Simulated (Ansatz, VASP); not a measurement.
**One calculation of SnSe, two programs**

The input INCAR:

```
AGGAC    = 1.0          
AGGAX    = 1.0          
ALDAC    = 0.0          
ALDAX    = 1.0          
ALGO     = Normal         # electronic algorithm
EDIFF    = 1E-6           # SCF threshold, eV
ENCUT    = 520            # plane-wave cutoff, eV
GGA      = B5             # functional
ISIF     = 2              # what is computed and relaxed
ISMEAR   = -1             # smearing method
LASPH    = T              # aspherical terms in the spheres
LCHARG   = T              # write CHGCAR
LELF     = T              # ELF
LREAL    = F              # projectors in reciprocal space
LVHAR    = T            
LWAVE    = F              # write WAVECAR
NBANDS   = 17             # bands
NELM     = 60             # most SCF steps
PREC     = Accurate       # precision mode
SIGMA    = 0.05           # smearing width, eV
```

Contents of KPOINTS:

```
k-points
0
Gamma
  8 8 8
```

File POSCAR:

```
SnSe
1.0
    0.0000000000      3.0100000000      3.0100000000
    3.0100000000      0.0000000000      3.0100000000
    3.0100000000      3.0100000000      0.0000000000
Sn Se
1 1
Direct
    0.0000000000      0.0000000000      0.0000000000
    0.5000000000      0.5000000000      0.5000000000
```

The input input.yaml:

```yaml
crystal:
  lattice:
    - [0.0, 3.01, 3.01]
    - [3.01, 0.0, 3.01]
    - [3.01, 3.01, 0.0]
  atoms:
    - { symbol: Sn, position: [0.0, 0.0, 0.0] }
    - { symbol: Se, position: [0.5, 0.5, 0.5] }
kpoints:
  mp_grid: { grid: [8, 8, 8] }
  band_path:
    path:
      - [0.0, 0.0, 0.0]
      - [0.5, 0.0, 0.5]
      - [0.5, 0.25, 0.75]
      - [0.375, 0.375, 0.75]
      - [0.0, 0.0, 0.0]
      - [0.5, 0.5, 0.5]
      - [0.625, 0.25, 0.625]
      - [0.5, 0.25, 0.75]
    npoints: 6
scf:
  occupations: { method: fermi_dirac, width: 0.05 }
hamiltonian:
  xc: blyp
  pseudopotentials: { kind: all_electron, lapw: { basis_error: 0.001 } }
output:
  forces: true
  stress: true
  eigenvalues: true
```

Measurements of this composition are mostly on another form, of space group No. 62.

Alike in both runs: functional BLYP; k mesh 8 × 8 × 8; occupations fermi-dirac, width 0.05 eV; no spin polarisation.

|  | VASP | Ansatz |
| --- | --- | --- |
| version | VASP 6.6.1 | Ansatz 0.2.0 |
| potentials or method | VASP PAW PBE potentials, release 64 (Sn_d, Se) | all-electron LAPW, scalar-relativistic |
| plane-wave cutoff (eV) | 520 | see its input |
| task | single point | band structure |

Ansatz gave:

```
gap on the k mesh at the Fermi level (eV) : 0.38
least direct gap on the mesh (eV)         : 0.38
pressure (GPa)                            : 4.8
```

What did VASP give for the same quantities?

gap on the k mesh at the Fermi level (eV): 0.40; least direct gap on the mesh (eV): 0.40; pressure (GPa): 4.9.

Ansatz ran all-electron here, so the differences hold the error of VASP's frozen core and of both bases.

Caveats: spin-orbit coupling is left out, which moves the levels of the heavy elements; the PAW data sets were made with another functional, which shifts forces and pressure a little (VASP); the mesh misses the band edges, which the band path finds closer together (Ansatz).
